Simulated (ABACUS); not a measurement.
# Tl (P6_3/mmc) in ABACUS: equation of state

Aim: energy against volume of Tl in PBE, for its equilibrium volume and stiffness.

Everything below comes from runs of ABACUS 3.10.1. Logs are shortened: lines on timing, memory, paths and dates and some standing lists are left out, and cuts for length are marked.

### Step 1. Starting point

Symmetry: P6_3/mmc, No. 194, hexagonal system. The conventional cell has a = 3.456 Å, b = 3.456 Å, c = 5.525 Å, α = 90.00°, β = 90.00°, γ = 120.00°. Tl (site symmetry -6m2) has 12 Tl at 3.41 to 3.46 Å as nearest neighbours.

### Step 2. Equation of state, PBE, 26.86 Å³/atom (volume scaled by 0.94)

INPUT

```
INPUT_PARAMETERS
suffix              Tl
calculation         scf
basis_type          pw
pseudo_dir          ./
symmetry            1
dft_functional      pbe
ecutwfc             61
pseudo_rcut         10
nspin               1
nbands              17
ks_solver           dav
smearing_method     fd
smearing_sigma      0.00367493
scf_thr             1e-08
scf_nmax            100
mixing_type         broyden
mixing_beta         0.7
cal_force           1
cal_stress          1
kpar                4
```

STRU

```
ATOMIC_SPECIES
Tl 204.3800 Tl.upf

LATTICE_CONSTANT
1.8897261246

LATTICE_VECTORS
3.3854495917 0.0000000000 0.0000000000
-1.6927247959 2.9318853497 0.0000000000
0.0000000000 0.0000000000 5.4122132507

ATOMIC_POSITIONS
Direct

Tl
0.0
2
0.6666666667 0.3333333333 0.7500000000 1 1 1
0.3333333333 0.6666666667 0.2500000000 1 1 1
```

KPT

```
K_POINTS
0
Gamma
9 9 5 0 0 0
```

Potentials or basis: PseudoDojo NC SR 0.4.1 PBE standard, plane waves.

Started as:

```
$ OMP_NUM_THREADS=1 mpirun -np 4 abacus > log
```

running log:

```text
ABACUS v3.10.1

               Atomic-orbital Based Ab-initio Computation at UStc

 ------------------------------------------------------------------------------------

 READING GENERAL INFORMATION
                           global_out_dir = OUT.Tl/
                           global_in_card = INPUT
                               pseudo_dir = ./
                              orbital_dir =
                                    DSIZE = 4
                                    GSIZE = 1

 READING UNITCELL INFORMATION
                                    ntype = 1
                  lattice constant (Bohr) = 1.88973
              lattice constant (Angstrom) = 1

 READING ATOM TYPE 1
                               atom label = Tl
                      L=0, number of zeta = 1
                      L=1, number of zeta = 1
                      L=2, number of zeta = 1
             number of atom for this type = 2

                        TOTAL ATOM NUMBER = 2
DIRECT COORDINATES
    atom                   x                   y                   z     mag                  vx                  vy                  vz
taud_Tl1            0.6666666667        0.3333333333        0.7500000000  0.0000        0.0000000000        0.0000000000        0.0000000000
taud_Tl2            0.3333333333        0.6666666667        0.2500000000  0.0000        0.0000000000        0.0000000000        0.0000000000

                          Volume (Bohr^3) = 362.522
                             Volume (A^3) = 53.7202

 Lattice vectors: (Cartesian coordinate: in unit of a_0)
             +3.38545                  +0                  +0
             -1.69272            +2.93189                  +0
                   +0                  +0            +5.41221
 Reciprocal vectors: (Cartesian coordinate: in unit of 2 pi/a_0)
            +0.295382           +0.170539                  -0
                   -0           +0.341077                  -0
                   +0                  -0           +0.184767
 The esolver type has been set to : ksdft_pw

                PAO radial cut off (Bohr) = 10

 Read in pseudopotential file is Tl.upf
                     pseudopotential type = NC
          exchange-correlation functional = PBE
                 nonlocal core correction = 1
                        valence electrons = 13
                                     lmax = 2
                           number of zeta = 3
                     number of projectors = 6
                           L of projector = 0
                           L of projector = 0
                           L of projector = 1
                           L of projector = 1
                           L of projector = 2
                           L of projector = 2
     initial pseudo atomic orbital number = 18

 SETUP THE ELECTRONS NUMBER
            electron number of element Tl = 13
      total electron number of element Tl = 26
            AUTOSET number of electrons:  = 26
                           occupied bands = 13
                                   NBANDS = 17
                                   NLOCAL = 18

%%%%%%%%%%%%%%%%%%%%%%%%%%%%%%%%%%%%%%%%%%%%%%%%%%%%%%%%%%%%%%%%%%%%%%%%%%%%%%%%%%%%%%%%%%%%%%%%%%%%%%%%%%
 Warning: the number of valence electrons in pseudopotential > 3 for Tl: [Xe] 4f14 5d10 6s2 6p1
 Pseudopotentials with additional electrons can yield (more) accurate outcomes, but may be less efficient.
 If you're confident that your chosen pseudopotential is appropriate, you can safely ignore this warning.
%%%%%%%%%%%%%%%%%%%%%%%%%%%%%%%%%%%%%%%%%%%%%%%%%%%%%%%%%%%%%%%%%%%%%%%%%%%%%%%%%%%%%%%%%%%%%%%%%%%%%%%%%%

 SETUP THE PLANE WAVE BASIS
 energy cutoff for charge/potential (unit:Ry) = 244
            fft grid for charge/potential = [ 32, 32, 54 ]
                        fft grid division = [ 1, 1, 1 ]
        big fft grid for charge/potential = [ 32, 32, 54 ]
                                     nbxx = 55296
                                     nrxx = 55296

 SETUP PLANE WAVES FOR CHARGE/POTENTIAL
                    number of plane waves = 23211
                         number of sticks = 685

 PARALLEL PW FOR CHARGE/POTENTIAL
     PROC   COLUMNS(POT)             PW
        1            685          23211
 --------------- sum -------------------
        1            685          23211
                            number of |g| = 1150
                                  max |g| = 22.0312
                                  min |g| = 0

----------- Double Check Mixing Parameters Begin ------------
mixing_type: broyden
mixing_beta: 0.7
mixing_gg0: 1
mixing_gg0_min: 0.1
mixing_ndim: 8
----------- Double Check Mixing Parameters End ------------

 LATTICE VECTORS: (CARTESIAN COORDINATE: IN UNIT OF A0)
             +3.38545                  +0                  +0
             -1.69272            +2.93189                  +0
                   +0                  +0            +5.41221
                       right hand lattice = 1
                                   NORM_A = 3.38545
                                   NORM_B = 3.38545
                                   NORM_C = 5.41221
                           ALPHA (DEGREE) = 90
                           BETA  (DEGREE) = 90
                           GAMMA (DEGREE) = 120

 The lattice vectors have been changed (STRU_SIMPLE.cif)

(for optimal symmetric configuration:)
                             BRAVAIS TYPE = 4
                     BRAVAIS LATTICE NAME = 04. Hexagonal cell
                                    ibrav = 4
                                    IBRAV = 4
                                  BRAVAIS = HEXAGONAL CELL
                       LATTICE CONSTANT A = 3.38545
                                C/A RATIO = 1.59867
Original cell was already a primitive cell.
                        ROTATION MATRICES = 24
              PURE POINT GROUP OPERATIONS = 12
                   SPACE GROUP OPERATIONS = 24
                                       C2 = 3
                                       C3 = 2
                                       C4 = 0
                                       C6 = 0
                                       S1 = 3
                                       S3 = 0
                                       S4 = 0
                                       S6 = 2
                              POINT GROUP = D_3d
                                       C2 = 7
                                       C3 = 2
                                       C4 = 0
                                       C6 = 2
                                       S1 = 7
                                       S3 = 2
                                       S4 = 0
                                       S6 = 2
               POINT GROUP IN SPACE GROUP = D_6h

 SETUP K-POINTS
                                    nspin = 1
                   Input type of k points = Monkhorst-Pack(Gamma)
                                   nkstot = 405
                       right hand lattice = 1
(for reciprocal lattice: )
                             BRAVAIS TYPE = 4
                     BRAVAIS LATTICE NAME = 04. Hexagonal cell
                                    ibrav = 4
                       right hand lattice = 1
(for k-lattice: )
                             BRAVAIS TYPE = 4
                     BRAVAIS LATTICE NAME = 04. Hexagonal cell
                                    ibrav = 4
                       right hand lattice = 1
                        ROTATION MATRICES = 24
                               nkstot_ibz = 36
K-POINTS REDUCTION ACCORDING TO SYMMETRY
     IBZ    DIRECT_X    DIRECT_Y    DIRECT_Z  WEIGHT  ibz2bz
       1  0.00000000  0.00000000  0.00000000  0.0025       0
       2 -0.11111111  0.11111111  0.00000000  0.0148       1
       3 -0.22222222  0.22222222  0.00000000  0.0148       2
       4 -0.33333333  0.33333333  0.00000000  0.0148       3
       5 -0.44444444  0.44444444  0.00000000  0.0148       4
       6 -0.11111111  0.22222222  0.00000000  0.0148      10
[... 22 lines left out ...]
      29 -0.44444444  0.44444444  0.40000000  0.0296     166
      30 -0.11111111  0.22222222  0.40000000  0.0296     172
[... 6 further k points ...]

                               nkstot now = 36
[... K-POINTS DIRECT COORDINATES: 36 rows ...]

           k-point number in this process = 9
       minimum distributed K point number = 9
[... stars of the k points ...]

[... K-POINTS CARTESIAN COORDINATES: 9 rows ...]

[... K-POINTS DIRECT COORDINATES: 9 rows ...]

 SETUP PLANE WAVES FOR WAVE FUNCTIONS
     energy cutoff for wavefunc (unit:Ry) = 61
              fft grid for wave functions = [ 32, 32, 54 ]
                    number of plane waves = 4031
                         number of sticks = 211

 PARALLEL PW FOR WAVE FUNCTIONS
     PROC   COLUMNS(POT)             PW
        1            211           4031
 --------------- sum -------------------
        1            211           4031

 SETUP NONLOCAL PSEUDOPOTENTIALS IN PLANE WAVE BASIS
 Tl non-local projectors:
 projector 1 L=0
 projector 2 L=0
 projector 3 L=1
 projector 4 L=1
 projector 5 L=2
 projector 6 L=2
      TOTAL NUMBER OF NONLOCAL PROJECTORS = 36

 Init Non-Local PseudoPotential table :
 Init Non-Local-Pseudopotential done.

                                     npwx = 2950

 Make real space PAO into reciprocal space.
       max mesh points in Pseudopotential = 1001
     dq(describe PAO in reciprocal space) = 0.01
                                    max q = 942

 number of pseudo atomic orbitals for Tl is 3
WARNING: norm of atomic wavefunction # 2 of atomic type Tl is 0.999997, renormalized
WARNING: norm of atomic wavefunction # 3 of atomic type Tl is 0.997511, renormalized

 -------------------------------------------
 SELF-CONSISTENT
 -------------------------------------------
                                 init_chg = atomic

 PW ALGORITHM --------------- ION=   1  ELEC=   1--------------------------------
 Notice: Threshold on eigenvalues was too large.
 hsover_error=0.26 > DRHO=0.0119954
 Origin diag ethr = 0.01
 New diag ethr = 4.61363e-05

 Density error is 0.0126561182736
                          Error Threshold = 4.61363187077e-05
----------------------------------------------------------
     Energy           Rydberg                 eV
----------------------------------------------------------
 E_KohnSham     -243.2131179907      -3309.0842330192
 E_Harris       -244.2459072133      -3323.1360512802
 E_Fermi        0.8717403270         11.8606356232
----------------------------------------------------------
[... 51 lines left out ...]
 Density error is 2.51851510271e-10
                          Error Threshold = 4.88109597799e-11
----------------------------------------------------------
     Energy           Rydberg                 eV
----------------------------------------------------------
 E_KohnSham     -243.2162910944      -3309.1274053100
 E_KS(sigma->0) -243.2157378303      -3309.1198777657
 E_Harris       -243.2161937785      -3309.1260812598
 E_band         3.5850302547         48.7768389661
 E_one_elec     -32.9670964894       -448.5403587711
 E_Hartree      39.0774024332        531.6753361304
 E_xc           -76.8450630929       -1045.5307212327
 E_Ewald        -172.4804274171      -2346.7166063479
 E_entropy(-TS) -0.0011065282        -0.0150550886
 E_descf        0.0000000000         0.0000000000
 E_exx          0.0000000000         0.0000000000
 E_Fermi        0.8648096654         11.7663391347
----------------------------------------------------------

 charge density convergence is achieved
 final etot is -3309.1274053 eV
 EFERMI = 11.766339135 eV

 STATE ENERGY(eV) AND OCCUPATIONS    NSPIN == 1
 1/9 kpoint (Cartesian) = 0.0000 0.0000 0.0000 (2863 pws)
       1      -0.221534     0.00493827
       2      0.0699547     0.00493827
       3      0.0913892     0.00493827
       4      0.0913892     0.00493827
       5       0.155044     0.00493827
       6       0.155044     0.00493827
[... 9 lines left out ...]
      16        22.3643        0.00000
      17        22.3643        0.00000
[... 78 lines left out ...]
       1      -0.120165      0.0296296
       2     -0.0305335      0.0296296
       3       0.127400      0.0296296
       4       0.146746      0.0296296
       5       0.160093      0.0296296
       6       0.216128      0.0296296
[... 9 lines left out ...]
      16        20.4357    1.48081e-77
      17        21.3744    1.04126e-85

[... levels at 3 further k points ...]

------------------------------------------------------------------------------------------
 TOTAL-FORCE (eV/Angstrom)
------------------------------------------------------------------------------------------
                       Tl1         0.0000000000         0.0000000000         0.0000000000
                       Tl2         0.0000000000         0.0000000000         0.0000000000
------------------------------------------------------------------------------------------

----------------------------------------------------------------
 TOTAL-STRESS (KBAR)
----------------------------------------------------------------
        58.3455795155         0.0000000010         0.0000000000
         0.0000000010        58.3455795133        -0.0000000000
        -0.0000000000         0.0000000000        77.3145055802
----------------------------------------------------------------
 TOTAL-PRESSURE: 64.668555 KBAR

 --------------------------------------------
 !FINAL_ETOT_IS -3309.1274053099805315 eV
 --------------------------------------------
```

Run time: 3.4 s. Hardware: 4 MPI ranks of AMD EPYC 7B13 (Zen 3), shared host; peak memory 0.32 GiB.

What came out:

| Item | Value |
| --- | --- |
| Free energy | -3309.1274 eV |
| Pressure | 6.5 GPa |
| Band gap on the k mesh | none (metal or under the smearing width) |

### Step 3. Equation of state, PBE, 27.43 Å³/atom (volume scaled by 0.96)

INPUT is that of step 2.

STRU

```
ATOMIC_SPECIES
Tl 204.3800 Tl.upf

LATTICE_CONSTANT
1.8897261246

LATTICE_VECTORS
3.4092915716 0.0000000000 0.0000000000
-1.7046457858 2.9525331099 0.0000000000
0.0000000000 0.0000000000 5.4503286843

ATOMIC_POSITIONS
Direct

Tl
0.0
2
0.6666666667 0.3333333333 0.7500000000 1 1 1
0.3333333333 0.6666666667 0.2500000000 1 1 1
```

KPT is that of step 2.

Potentials or basis: PseudoDojo NC SR 0.4.1 PBE standard, plane waves.

Started as:

```
$ OMP_NUM_THREADS=1 mpirun -np 4 abacus > log
```

Wall time 6.3 s (4 MPI ranks of AMD EPYC 7B13 (Zen 3), shared host); peak memory 0.32 GiB.

Results (log left out):

```yaml
Free_energy: -3309.1694 eV
Pressure: 5.3 GPa
Band_gap_on_the_k_mesh: none (metal or under the smearing width)
```

### Step 4. Equation of state, PBE, 28.00 Å³/atom (volume scaled by 0.98)

INPUT is that of step 3.

STRU

```
ATOMIC_SPECIES
Tl 204.3800 Tl.upf

LATTICE_CONSTANT
1.8897261246

LATTICE_VECTORS
3.4328046702 0.0000000000 0.0000000000
-1.7164023351 2.9728960507 0.0000000000
0.0000000000 0.0000000000 5.4879183458

ATOMIC_POSITIONS
Direct

Tl
0.0
2
0.6666666667 0.3333333333 0.7500000000 1 1 1
0.3333333333 0.6666666667 0.2500000000 1 1 1
```

KPT is that of step 3.

Started as:

```
$ OMP_NUM_THREADS=1 mpirun -np 4 abacus > log
```

It took 6.5 s on 4 MPI ranks of AMD EPYC 7B13 (Zen 3), shared host; peak memory 0.32 GiB.

The run converged. Its results:

| Property | Result |
| --- | --- |
| Free energy | -3309.2035 eV |
| Pressure | 4.3 GPa |
| Band gap on the k mesh | none (metal or under the smearing width) |

### Step 5. Equation of state, PBE, 28.57 Å³/atom

INPUT is that of step 4.

STRU

```
ATOMIC_SPECIES
Tl 204.3800 Tl.upf

LATTICE_CONSTANT
1.8897261246

LATTICE_VECTORS
3.4560000000 0.0000000000 0.0000000000
-1.7280000000 2.9929837955 0.0000000000
0.0000000000 0.0000000000 5.5250000000

ATOMIC_POSITIONS
Direct

Tl
0.0
2
0.6666666667 0.3333333333 0.7500000000 1 1 1
0.3333333333 0.6666666667 0.2500000000 1 1 1
```

KPT is that of step 4.

Started as:

```
$ OMP_NUM_THREADS=1 mpirun -np 4 abacus > log
```

It took 6.4 s on 4 MPI ranks of AMD EPYC 7B13 (Zen 3), shared host; peak memory 0.32 GiB.

It converged, with:

```
Free energy            : -3309.2307 eV
Pressure               : 3.3 GPa
Band gap on the k mesh : none (metal or under the smearing width)
```

(Continued in part 2 of 2.)
